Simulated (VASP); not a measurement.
# TiCo (Pm-3m) in VASP: further runs

The runs below take TiCo through single point, with PBEsol.

Program: VASP 6.6.1. These are calculated values, not measurements. Logs are shortened: lines on timing, memory, paths and dates and some standing lists are left out, and cuts for length are marked.

## Step 1: The crystal as given

It takes space group Pm-3m (No. 221, cubic). The conventional cell has a = 2.935 Å, b = 2.935 Å, c = 2.935 Å, α = 90.00°, β = 90.00°, γ = 90.00°. Ti (site symmetry m-3m) has 8 Co at 2.54 Å as nearest neighbours. Co (site symmetry m-3m) is surrounded by 8 Ti at 2.54 Å.

The cell comes from a database or a generator and needn't be the stable form of this composition.

## Step 2: Single point, PBEsol, collinear spin, ferromagnetic start

The input, INCAR:

```
PREC     = Accurate       # precision mode
ENCUT    = 700            # plane-wave cutoff, eV
EDIFF    = 1E-6           # SCF threshold, eV
ISMEAR   = 0              # smearing method
SIGMA    = 0.1            # smearing width, eV
LREAL    = F              # projectors in reciprocal space
LASPH    = T              # aspherical terms in the spheres
NELM     = 150            # most SCF steps
ALGO     = Normal         # electronic algorithm
ISIF     = 2              # what is computed and relaxed
LWAVE    = F              # write WAVECAR
LCHARG   = F              # write CHGCAR
ISPIN    = 2              # spin polarisation
MAGMOM   = 0 2            # initial moments
LORBIT   = 11             # projections on sites
LMAXMIX  = 4              # l up to which the mixer works
GGA      = PS             # functional
NBANDS   = 22             # bands
```

The input, KPOINTS:

```
Automatic mesh
0
Gamma
  14 14 14
```

The input, POSCAR:

```
TiCo
1.0
    2.9351000000      0.0000000000      0.0000000000
    0.0000000000      2.9351000000      0.0000000000
    0.0000000000      0.0000000000      2.9351000000
Ti Co
1 1
Direct
    0.0000000000      0.0000000000      0.0000000000
    0.5000000000      0.5000000000      0.5000000000
```

Potentials or basis: VASP PAW PBE potentials, release 64 (Ti_sv, Co).

The run is started by

```bash
> cat potpaw_PBE.64/Ti_sv/POTCAR potpaw_PBE.64/Co/POTCAR > POTCAR
> mpirun -np 1 vasp_std > vasp.out
```

OUTCAR:

```text
PREC = Accurate
   ENCUT = 700
   EDIFF = 1E-6
   ISMEAR = 0
   LREAL = F
   LASPH = T
   NELM = 150
   ISIF = 2
   ISPIN = 2
   LORBIT = 11
   GGA = PS

 ion  position               nearest neighbor table
   1  0.000  0.000  0.000-   2 2.54   2 2.54   2 2.54   2 2.54   2 2.54   2 2.54   2 2.54   2 2.54

   2  0.500  0.500  0.500-   1 2.54   1 2.54   1 2.54   1 2.54   1 2.54   1 2.54   1 2.54   1 2.54

  LATTYP: Found a simple cubic cell.
 ALAT       =     2.9351000000

  Lattice vectors:

 A1 = (   2.9351000000,   0.0000000000,   0.0000000000)
 A2 = (   0.0000000000,   2.9351000000,   0.0000000000)
 A3 = (   0.0000000000,   0.0000000000,   2.9351000000)

Analysis of symmetry for initial positions (statically):
=====================================================================
 Subroutine PRICEL returns:
 Original cell was already a primitive cell.

 Routine SETGRP: Setting up the symmetry group for a
 simple cubic supercell.

 Subroutine GETGRP returns: Found 48 space group operations
 (whereof 48 operations were pure point group operations)
 out of a pool of 48 trial point group operations.

The static configuration has the point symmetry O_h .

Analysis of symmetry for dynamics (positions and initial velocities):
=====================================================================
 Subroutine PRICEL returns:
 Original cell was already a primitive cell.

 Routine SETGRP: Setting up the symmetry group for a
 simple cubic supercell.

 Subroutine GETGRP returns: Found 48 space group operations
 (whereof 48 operations were pure point group operations)
 out of a pool of 48 trial point group operations.

The dynamic configuration has the point symmetry O_h .

Analysis of structural, dynamic, and magnetic symmetry:
=====================================================================
 Subroutine PRICEL returns:
 Original cell was already a primitive cell.

 Routine SETGRP: Setting up the symmetry group for a
 simple cubic supercell.

 Subroutine GETGRP returns: Found 48 space group operations
 (whereof 48 operations were pure point group operations)
 out of a pool of 48 trial point group operations.

The overall configuration has the point symmetry O_h .

 Subroutine INISYM returns: Found 48 space group operations
 (whereof 48 operations are pure point group operations),
 and found     1 'primitive' translations

----------------------------------------------------------------------------------------

                                     Primitive cell

  volume of cell :      25.2853

  direct lattice vectors                    reciprocal lattice vectors
     2.935100000  0.000000000  0.000000000     0.340703894  0.000000000  0.000000000
     0.000000000  2.935100000  0.000000000     0.000000000  0.340703894  0.000000000
     0.000000000  0.000000000  2.935100000     0.000000000  0.000000000  0.340703894

  length of vectors
     2.935100000  2.935100000  2.935100000     0.340703894  0.340703894  0.340703894

  position of ions in fractional coordinates (direct lattice)
     0.000000000  0.000000000  0.000000000
     0.500000000  0.500000000  0.500000000

  ion indices of the primitive-cell ions
   primitive index   ion index
                 1           1
                 2           2

----------------------------------------------------------------------------------------

 KPOINTS: Automatic mesh

Automatic generation of k-mesh.
 Grid dimensions read from file:
 generate k-points for:   14   14   14

 Generating k-lattice:

  Cartesian coordinates                     Fractional coordinates (reciprocal lattice)
     0.024335992  0.000000000  0.000000000     0.071428571  0.000000000  0.000000000
     0.000000000  0.024335992  0.000000000     0.000000000  0.071428571  0.000000000
     0.000000000  0.000000000  0.024335992     0.000000000  0.000000000  0.071428571

  Length of vectors
     0.024335992  0.024335992  0.024335992

  Shift w.r.t. Gamma in fractional coordinates (k-lattice)
     0.000000000  0.000000000  0.000000000

 Subroutine IBZKPT returns following result:
 ===========================================

 Found    120 irreducible k-points:

 Following reciprocal coordinates:
            Coordinates               Weight
  0.000000  0.000000  0.000000      1.000000
  0.071429  0.000000  0.000000      6.000000
  0.142857  0.000000  0.000000      6.000000
  0.214286  0.000000  0.000000      6.000000
  0.285714  0.000000  0.000000      6.000000
  0.357143  0.000000  0.000000      6.000000
[... 16 lines left out ...]
  0.285714  0.214286  0.000000     24.000000
  0.357143  0.214286  0.000000     24.000000
 [... further k-points ...]
   k-points           NKPTS =    120   k-points in BZ     NKDIM =    120   number of bands    NBANDS=     22
   number of dos      NEDOS =    301   number of ions     NIONS =      2
   total plane-waves  NPLWV =  21952
   dimension x,y,z NGX =    28 NGY =   28 NGZ =   28
   dimension x,y,z NGXF=    56 NGYF=   56 NGZF=   56
   ions per type =               1   1
   NGX,Y,Z   is equivalent  to a cutoff of  15.86, 15.86, 15.86 a.u.
   NGXF,Y,Z  is equivalent  to a cutoff of  31.72, 31.72, 31.72 a.u.
 SYSTEM =  unknown system
   PREC   = accura    normal or accurate (medium, high low for compatibility)
   ISTART =      0    job   : 0-new  1-cont  2-samecut
   ICHARG =      2    charge: 1-file 2-atom 10-const
   ISPIN  =      2    spin polarized calculation?
   LNONCOLLINEAR =      F non collinear calculations
   LSORBIT =      F    spin-orbit coupling
   LASPH  =      T    aspherical Exc in radial PAW
   ENCUT  =  700.0 eV  51.45 Ry    7.17 a.u.   6.33  6.33  6.33*2*pi/ulx,y,z
   NELM   =    150;   NELMIN=  2; NELMDL= -5     # of ELM steps
   EDIFF  = 0.1E-05   stopping-criterion for ELM
   LREAL  =      F    real-space projection
   EDIFFG = 0.1E-04   stopping-criterion for IOM
   NSW    =      0    number of steps for IOM
   IBRION =     -1    ionic relax: 0-MD 1-quasi-New 2-CG
   NFREE  =      0    steps in history (QN), initial steepest desc. (CG)
   ISIF   =      2    stress and relaxation
   ISYM   =      2    0-nonsym 1-usesym 2-fastsym
   POTIM  = 0.5000    time-step for ionic-motion
   TEBEG  =    0.0;   TEEND  =   0.0 temperature during run
   PSTRESS=    0.0 pullay stress
   NELECT =      21.0000    total number of electrons
   NUPDOWN=      -1.0000    fix difference up-down
   EMIN   =  10.00;   EMAX   =-10.00  energy-range for DOS
   EFERMI =   0.00;   METHOD = LEGACY
   ISMEAR =     0;   SIGMA  =   0.10  broadening in eV -4-tet -1-fermi 0-gaus
   EFERMI_NEDOS =   21; number of points for ismear=-14 and -15
   IALGO  =     38    algorithm
   IMIX   =      4    mixing-type and parameters
     AMIX     =   0.40;   BMIX     =  1.00
     AMIX_MAG =   1.60;   BMIX_MAG =  1.00
  volume/ion in A,a.u.               =      12.64        85.32
  Fermi-wavevector in a.u.,A,eV,Ry     =   1.538834  2.907974 32.218721  2.368009
  Thomas-Fermi vector in A             =   2.645147
   LORBIT       =     11    0 simple, 1 ext, 2 COOP (PROOUT), +10 PAW based schemes
   GGA     = PS    functional components
   LHFCALC =     F    Hartree Fock is set to
   AEXX    =    0.0000 exact exchange contribution
   IVDW    =     0    specifies the selected vdW correction
   LEPSILON=     F    determine dielectric tensor
   LRPA    =     F    only Hartree local field effects (RPA)
 spin polarized calculation
 Gauss-broadening in eV      SIGMA  =   0.10
  energy-cutoff  :      700.00
  volume of cell :       25.29
 maximum number of plane-waves:      1083
 NGX is ok and might be reduce to    28
   NGX = 13   NGY = 13   NGZ = 13

 number of electron      20.9999998 magnetization       0.5653970

 Free energy of the ion-electron system (eV)
  ---------------------------------------------------
  ext. energy  EPLUGINS =         0.00000000
  ---------------------------------------------------
  free energy    TOTEN  =       -16.90734163 eV

  energy without entropy =      -16.89577646  energy(sigma->0) =      -16.90155904

 E-fermi :  10.4651     XC(G=0): -13.0132

 val. band max:       10.4646022652   @ k =   0.5000   0.3571   0.1429
 cond. band min:      10.4656773766   @ k =   0.4286   0.3571   0.2143
 fundamental gap:      0.0010751114
 Fermi energy:        10.4650801850

 spin component 1

 k-point     1 :       0.0000    0.0000    0.0000
  band No.  band energies     occupation
      1     -46.4084      1.00000
      2     -22.5834      1.00000
      3     -22.5834      1.00000
      4     -22.5834      1.00000
      5       2.5348      1.00000
      6       6.1750      1.00000
[... 14 lines left out ...]
     21      30.8647      0.00000
     22      31.7685      0.00000
[... 552 lines left out ...]
  band No.  band energies     occupation
      1     -46.3612      1.00000
      2     -22.8597      1.00000
      3     -22.6946      1.00000
      4     -22.5493      1.00000
      5       5.3655      1.00000
      6       6.8315      1.00000
[... 14 lines left out ...]
     21      29.0031      0.00000
     22      30.7542      0.00000

 [... further k-points ...]

 spin component 2

 k-point     1 :       0.0000    0.0000    0.0000
  band No.  band energies     occupation
      1     -46.4058      1.00000
      2     -22.5815      1.00000
      3     -22.5815      1.00000
      4     -22.5815      1.00000
      5       2.5536      1.00000
      6       6.5617      1.00000
[... 14 lines left out ...]
     21      30.9762      0.00000
     22      31.7282      0.00000
[... 552 lines left out ...]
  band No.  band energies     occupation
      1     -46.3584      1.00000
      2     -22.8592      1.00000
      3     -22.6933      1.00000
      4     -22.5473      1.00000
      5       5.4302      1.00000
      6       7.1486      1.00000
[... 14 lines left out ...]
     21      28.9745      0.00000
     22      30.8165      0.00000

 [... further k-points ...]
[... 5 lines left out ...]
  --------------------------------------------------------------------------------------
  -------------------------------------------------------------------------------------
  Total       -0.0092921     -0.0092921     -0.0092921     -0.0000000      0.0000000     -0.0000000
  in kB       -0.5887854     -0.5887854     -0.5887854     -0.0000000      0.0000000     -0.0000000
  external PRESSURE =      -0.5887854 kB  Pullay stress =       0.0000000 kB

 VOLUME and BASIS-vectors are now :
 -----------------------------------------------------------------------------
  energy-cutoff  :      700.00
  volume of cell :       25.29
      direct lattice vectors                 reciprocal lattice vectors
     2.935100000  0.000000000  0.000000000     0.340703894  0.000000000  0.000000000
     0.000000000  2.935100000  0.000000000     0.000000000  0.340703894  0.000000000
     0.000000000  0.000000000  2.935100000     0.000000000  0.000000000  0.340703894

 POSITION                                       TOTAL-FORCE (eV/Angst)
 -----------------------------------------------------------------------------------
      0.00000      0.00000      0.00000         0.000000      0.000000      0.000000
      1.46755      1.46755      1.46755         0.000000      0.000000      0.000000
 -----------------------------------------------------------------------------------
    total drift:                                0.000000      0.000000      0.000000

  FREE ENERGIE OF THE ION-ELECTRON SYSTEM (eV)
  ---------------------------------------------------
  free  energy   TOTEN  =       -16.9073416269 eV

  energy  without entropy=      -16.8957764563  energy(sigma->0) =      -16.90155904

 total charge

# of ion       s       p       d       tot
------------------------------------------
    1        2.261   6.199   1.905  10.364
    2        0.544   0.482   7.359   8.385
--------------------------------------------------
tot          2.804   6.681   9.264  18.749

 magnetization (x)

# of ion       s       p       d       tot
------------------------------------------
    1       -0.002  -0.007   0.000  -0.009
    2        0.022  -0.002   0.575   0.595
--------------------------------------------------
tot          0.020  -0.009   0.576   0.586
```

Wall time 89 s (1 thread of Intel Xeon 6975P-C (Granite Rapids), shared host); peak memory 0.29 GiB.

What came out:

* Free energy: -16.9073 eV
* Pressure: -0.1 GPa
* Band gap on the k mesh: none (metal or under the smearing width)
* Net moment: 0.57 μB per cell
* Site moments: Ti -0.01; Co +0.59 μB
* Valence electrons inside the program's atomic spheres: Ti 10.36; Co 8.38

Caveat: the PAW data sets were made with another functional, which shifts forces and pressure a little.

## Step 3: Single point, PBEsol, collinear spin, ferromagnetic start

Changes to INCAR since step 2:

```diff
@@ -1,3 +1,3 @@
 PREC     = Accurate       # precision mode
-ENCUT    = 700            # plane-wave cutoff, eV
+ENCUT    = 520            # plane-wave cutoff, eV
 EDIFF    = 1E-6           # SCF threshold, eV
```

The input, KPOINTS:

```
Automatic mesh
0
Gamma
  22 22 22
```

POSCAR is that of step 2.

Potentials or basis: VASP PAW PBE potentials, release 64 (Ti_sv, Co).

The run is started by

```bash
> cat potpaw_PBE.64/Ti_sv/POTCAR potpaw_PBE.64/Co/POTCAR > POTCAR
> mpirun -np 1 vasp_std > vasp.out
```

Run time: 2.1 min. Hardware: 1 thread of Intel Xeon 6975P-C (Granite Rapids), shared host; peak memory 0.41 GiB.

Results (log left out):

* Free energy: -16.9060 eV
* Pressure: 0.3 GPa
* Band gap on the k mesh: none (metal or under the smearing width)
* Net moment: 0.64 μB per cell
* Site moments: Ti -0.00; Co +0.66 μB
* Valence electrons inside the program's atomic spheres: Ti 10.36; Co 8.38

Levels at points of the mesh, in eV from the Fermi level:
Spin up:
```csv
k point,band 7,band 8,band 9,band 10,band 11,band 12,band 13,band 14,band 15,band 16
"(0.00, 0.00, 0.00)",-4.32,-1.84,-1.84,-1.84,0.59,0.59,2.86,2.86,2.86,9.27
"(0.50, 0.00, 0.00)",-3.03,-1.94,-1.94,-1.43,-0.86,-0.33,0.65,0.65,2.35,4.13
"(0.50, 0.50, 0.00)",-2.80,-2.80,-1.24,-0.58,0.69,0.69,1.19,2.65,2.65,3.29
"(0.50, 0.50, 0.50)",-2.81,-2.27,-2.27,-2.27,-1.20,-1.20,3.37,3.37,7.34,8.72
```
Spin down:
```tsv
k point	band 6	band 7	band 8	band 9	band 10	band 11	band 12	band 13	band 14	band 15
(0.00, 0.00, 0.00)	-3.88	-3.88	-1.42	-1.42	-1.42	0.98	0.98	2.95	2.95	2.95
(0.50, 0.00, 0.00)	-3.92	-2.22	-1.49	-1.49	-0.95	-0.91	0.46	0.68	0.68	2.37
(0.50, 0.50, 0.00)	-3.91	-2.47	-2.47	-0.24	0.14	0.70	0.70	1.34	2.82	2.82
(0.50, 0.50, 0.50)	-2.44	-2.44	-2.25	-2.25	-2.25	-0.21	-0.21	3.35	3.35	7.55
```

Caveat: the PAW data sets were made with another functional, which shifts forces and pressure a little.
